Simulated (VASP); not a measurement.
Si:

```
Si
1.0
     3.83132    0.00000    0.00000
    -1.91566    3.31802    0.00000
     0.00000    0.00000    6.33262
Si
4
Direct
  0.66667 0.33333 0.93699
  0.33333 0.66667 0.43699
  0.66667 0.33333 0.56301
  0.33333 0.66667 0.06301
```

This isn't the form of Si at room conditions, which is diamond.

* Program: VASP 6.6.1
* Task: relaxation of cell and atoms
* Functional: LDA
* Potentials or basis: VASP PAW LDA potentials, release 64 (Si)
* Cutoff: 600 eV
* k mesh: 8 × 8 × 4
* Occupations: gaussian, width 0.02 eV
* Spin: no spin polarisation

At the start: pressure -2.0 GPa; volume 20.13 Å³/atom.

**Question.** How do energy, volume and symmetry change on relaxing?

**Answer.** Over 5 steps the energy falls by 2.7 meV/atom and the volume is 19.70 Å³/atom (-2.1 %); space group P6_3/mmc (No. 194, to 0.05 Å).

Step by step:
| step | energy change (eV) | largest force (eV/Å) | pressure (GPa) | volume (Å³) |
| --- | --- | --- | --- | --- |
| 1 | 0.0000 | 0.0156 | -1.99 | 80.50 |
| 2 | -0.0055 | 0.0224 | 1.49 | 77.62 |
| 3 | -0.0109 | 0.0063 | 0.00 | 78.79 |
| 4 | -0.0109 | 0.0067 | 0.04 | 78.76 |
| 5 | -0.0109 | 0.0027 | -0.02 | 78.81 |

Final structure:
```
CELL_PARAMETERS angstrom
3.80413 0.00000 0.00000
-1.90207 3.29447 0.00000
0.00000 0.00000 6.28810
ATOMIC_POSITIONS crystal
Si 0.66667 0.33333 0.93701
Si 0.33333 0.66667 0.43701
Si 0.66667 0.33333 0.56299
Si 0.33333 0.66667 0.06299
```
